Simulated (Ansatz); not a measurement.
Density of states of PbI$_{2}$

```cif
data_structure
_symmetry_space_group_name_H-M 'P-3m1'
_symmetry_Int_Tables_number 164
_cell_length_a 4.5550
_cell_length_b 4.5550
_cell_length_c 6.9770
_cell_angle_alpha 90.000
_cell_angle_beta 90.000
_cell_angle_gamma 120.000
_cell_volume 125.37
loop_
_atom_site_label
_atom_site_type_symbol
_atom_site_symmetry_multiplicity
_atom_site_Wyckoff_symbol
_atom_site_fract_x
_atom_site_fract_y
_atom_site_fract_z
_atom_site_occupancy
Pb1 Pb 1 a 0.00000 0.00000 0.00000 1
I1 I 2 d 0.33333 0.66667 0.26500 1
```

The runs use the primitive cell with vectors (4.555, 0.000, 0.000), (-2.278, 3.945, 0.000), (0.000, 0.000, 6.977) Å, to which the k mesh refers.

The cell is COD entry 9009114, as deposited and not checked against the literature; nothing was relaxed.

Spin–orbit coupling is left out, though it moves levels of the heavy atoms by tenths of an eV or more.

Level of theory: Ansatz 0.2.0, DFT, PBEsol, all-electron LAPW, scalar-relativistic.

Sampling and basis: a Γ-centred 8×8×5 k mesh, Fermi–Dirac smearing of 0.02 eV, basis error target 1 meV/atom, no spin polarisation.

Q: Which of the resolved shells contributes most in the top eV of the valence band?

A: I 5p, with 91 % of all states there; Pb 6s follows with 7 %.

Q: Tabulate the density of states.

A: States per eV and cell, averaged over 0.4 eV, from -12.1 to 6.9 eV, with energies (bin centres) from the valence-band top; empty bins are left out. The partial columns, the largest 3 alone, are projections on Löwdin-orthogonalised atomic shells (those that the program's projection atoms carry: the occupied ones and, for some elements, an empty d or f shell; other empty shells have no column), summed over atoms of an element. Weights on diffuse s and p shells depend on that basis and aren't pure angular character.
```
E (eV)  total  I 5p  Pb 6p  I 5s
 -12.0   1.52  0.02   0.09  1.26
 -11.6   5.21  0.02   0.44  4.62
 -11.2   3.27  0.01   0.12  3.09
  -7.6   0.74  0.11   0.00  0.01
  -7.2   3.37  0.50   0.00  0.21
  -6.8   0.88  0.13   0.00  0.13
  -3.2   1.19  0.81   0.36  0.01
  -2.8   2.66  1.87   0.73  0.03
  -2.4   3.53  2.68   0.77  0.04
  -2.0   4.47  3.50   0.88  0.04
  -1.6   2.88  2.44   0.38  0.02
  -1.2   4.97  4.55   0.32  0.03
  -0.8   5.44  5.26   0.08  0.01
  -0.4   3.81  3.24   0.05  0.01
   0.0   1.03  0.87   0.01  0.00
   2.4   0.15  0.01   0.12  0.02
   2.8   1.03  0.15   0.76  0.08
   3.2   3.69  0.77   2.56  0.17
   3.6   4.11  0.98   2.81  0.08
   4.0   4.23  1.17   2.70  0.06
   4.4   1.70  0.54   1.02  0.02
   4.8   0.08  0.03   0.05  0.00
   5.2   0.33  0.00   0.00  0.00
   5.6   1.25  0.01   0.01  0.00
   6.0   2.28  0.01   0.01  0.00
   6.4   1.18  0.01   0.01  0.00
   6.8   1.49  0.01   0.01  0.00
```
